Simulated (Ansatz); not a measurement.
input.yaml

```yaml
crystal:
  lattice:
    - [0.0, 3.310915401, 3.031910901]
    - [3.310915401, 0.0, 3.031910901]
    - [3.310915401, 3.310915401, 0.0]
  atoms:
    - { symbol: Ba, position: [0.0, 0.0, 0.0] }
    - { symbol: F, position: [0.25, 0.25, 0.25] }
    - { symbol: F, position: [0.75, 0.75, 0.75] }
basis:
  ecutwfc: 420
kpoints:
  mp_grid: { grid: [6, 6, 6] }
hamiltonian:
  xc: pbe
scf:
  occupations: { method: gaussian, width: 0.02 }
output:
  forces: true
  stress: true
  eigenvalues: true
```

Launched with
```bash
ansatz run input.yaml --threads 1 --pin off --max-ram 1331MiB --backend cpu --events-out ev --progress --plain --runs-dir out
```

Level of theory: DFT PBE, scalar-relativistic, plane waves, PAW in Ansatz.

From the run's log, abridged:

```
Pseudopotentials: kind: paw
Pseudopotential: Ba, paw, valence charge 10, recommended cutoff 420 eV (normal)
Pseudopotential: F, paw, valence charge 7, recommended cutoff 420 eV (normal)
Functional definition: PBE
Crystal: 3 atoms, lattice volume = 66.473 Å³
Basis set: ecut = 420 eV, 1291 PW (Γ), exchange–correlation on 64×64×64 points (8 copies of the dense FFT grid, shifted against one another)
Bands: 16, of which v1, the nominal top of the filled ones, is band 12 counted from 1 (11 counted from 0)
Symmetry: 16 space group operations
Space group: I4/mmm (ITA 139), of the structure as read, at distance tolerance 4.1e-5 Å
k-points: 30 of 216
Initial density: superposition of atomic densities (neutral atoms: chi_scale 0, normalization atom), corrected by the library's trained network
Initial wavefunctions: pseudopotential atomic-orbital guess
Functional: x = pbe(κ = 0.804, μ = 0.21951497), c = pbe(β = 0.06672455)
SCF iter   1: F=—  HF=-7572.284102 eV  |F-HF|=—  |Δ(HF+E_count)|=         —  Δρ=9.75e-4  dr2=6.54e-4  ethr=1.77e-3  ⟨swp⟩=8.4  Hψ=3440  notcnv=0
SCF iter   2: F=—  HF=-7572.284993 eV  |F-HF|=—  |Δ(HF+E_count)|=   8.90e-4  Δρ=1.46e-3  dr2=9.35e-4  ethr=2.73e-6  ⟨swp⟩=2.3  Hψ=1201  notcnv=0
SCF iter   3: F=—  HF=-7572.284828 eV  |F-HF|=—  |Δ(HF+E_count)|=   1.65e-4  Δρ=3.45e-4  dr2=5.51e-5  ethr=2.73e-6  ⟨swp⟩=2.0  Hψ=689  notcnv=0
SCF iter   4: F=—  HF=-7572.284914 eV  |F-HF|=—  |Δ(HF+E_count)|=   8.57e-5  Δρ=1.55e-4  dr2=1.53e-5  ethr=2.29e-7  ⟨swp⟩=2.0  Hψ=842  notcnv=0
SCF iter   5: F=—  HF=-7572.284912 eV  |F-HF|=—  |Δ(HF+E_count)|=   1.97e-6  Δρ=7.42e-5  dr2=3.35e-6  ethr=6.37e-8  ⟨swp⟩=2.2  Hψ=692  notcnv=0
SCF iter   6: F=—  HF=-7572.284911 eV  |F-HF|=—  |Δ(HF+E_count)|=   6.59e-7  Δρ=3.21e-5  dr2=6.44e-7  ethr=1.39e-8  ⟨swp⟩=2.3  Hψ=621  notcnv=0
SCF iter   7: F=-7572.284911 eV  HF=-7572.284911 eV  |F-HF|=7.83e-9  |Δ(HF+E_count)|=   1.80e-7  Δρ=3.79e-6  dr2=8.87e-9  ethr=4.17e-10  ⟨swp⟩=3.7  Hψ=2228  notcnv=0
SCF 1 converged in 7 iterations: F = -7572.284911 eV  dr2 = 8.87e-9
SCF converged after 7 iterations
Free energy (F): -7572.284911 eV
Harris-Foulkes:  -7572.284911 eV  (|F-HF|=7.83e-9)
Internal energy: -7572.284911 eV  (E = F + TS)
E sigma→0 (E₀):  -7572.284911 eV
Fermi energy:    5.447903 eV
--- Per-component energies (eV) ---
  E_band       = -125.070758
  E_kinetic    = 580.413726
  E_local      = -1625.711740  (includes V_loc(G=0)·N_el)
  E_nonlocal   = 203.060714
  E_hartree    = 613.033789
  E_xc         = -329.087806
  E_vxc        = -341.793823  (∫ρ·V_xc dr)
  E_paw        = -5626.157691  (= ΣΔE_a)
  E_vpaw       = -167.107477  (= ΣTr[D̂ρ^β])
  E_aug_tail   = 0.004087  (compensation charges beyond the density's cutoff)
  E_ewald      = -1387.839989
  E_smearing   =  0.000000  (= −TS)
--- Forces (eV/Å), atoms counted from 1 ---
  atom   1  Ba     0.00000000     0.00000000     0.00000000
  atom   2  F      0.00000000     0.00000000     0.00000000
  atom   3  F      0.00000000     0.00000000     0.00000000
--- Stress (GPa, compression-positive) ---
       -5.360649       0.000000       0.000000
        0.000000      -5.360649       0.000000
        0.000000       0.000000      -1.058069
  P = ⅓ Tr σ = -3.9265 GPa (-39.265 kbar)
--- Band table (eV; the first three rows and the last of 30) ---
  k-point 0: bands = ["-21.1745", "-16.5967", "-16.5358", "-6.1396", "-6.1152", "-6.1152", "1.0027", "1.0908", "1.0908", "2.1005", "2.1005", "2.3919", "8.4922", "10.6682", "11.3924", "12.5339"]
  k-point 1: bands = ["-21.1486", "-16.6267", "-16.5546", "-6.1777", "-6.1476", "-6.1277", "1.1171", "1.1646", "1.2752", "1.9890", "2.0832", "2.2959", "9.0360", "10.7173", "11.2814", "12.3246"]
  k-point 2: bands = ["-21.0955", "-16.6836", "-16.5969", "-6.2533", "-6.2106", "-6.1464", "1.2931", "1.3381", "1.6733", "1.7845", "2.0710", "2.1383", "10.0719", "10.8309", "11.1166", "11.8472"]
  k-point 29: bands = ["-21.0244", "-16.7147", "-16.6730", "-6.4062", "-6.4062", "-6.1253", "0.9223", "1.9034", "1.9034", "1.9326", "1.9326", "2.3942", "9.2825", "11.0818", "12.2791", "13.4566"]
```

The calculation finished and met its thresholds.